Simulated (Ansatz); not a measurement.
Structures of FeCo₃: which is lowest?

Plane-wave DFT in Ansatz with scalar-relativistic PAW potentials, cutoff 420 eV, Γ-centred meshes chosen by cell and gap, Gaussian smearing with energies taken to zero width. Every cell was relaxed (cell and atoms) in a run of its own, within the symmetry of its start. Functional: PBEsol.

Relaxed structures (starts from databases or built by putting these elements on another compound's sites):
A. Pm-3m, 4 atoms in the computed cell, a = 3.488 Å; sites (symmetry × multiplicity) Fe m-3m × 1, Co 4/mm.m × 3; start: database
B. P4/mmm, 4 atoms in the computed cell, a = 2.459 Å, c = 7.025 Å; sites (symmetry × multiplicity) Fe 4/mmm × 1, Co 4/mmm × 1 + 4mm × 2; start: database

Question: Rank them by energy. Could pressure change the order?

Answer:
```csv
structure,group,E − E(lowest) (meV/atom),V (Å³/atom),gap on mesh (eV)
A,Pm-3m,0.0,10.61,0.00
B,P4/mmm,10.8,10.62,0.00
```

A is lowest, 11 meV/atom under B. The two lowest differ in volume by under 3 %, too little for a first-order estimate of what pressure does to that pair (other pairs aren't weighed here); with rigid cells even 3 % in favour of the higher one would need about 5 GPa. Other structures may lie lower than all of these, and vibrations aren't counted.

Only parallel moments were tried here. Magnetic cells started from one order each; another order can shift an energy by tens of meV per atom.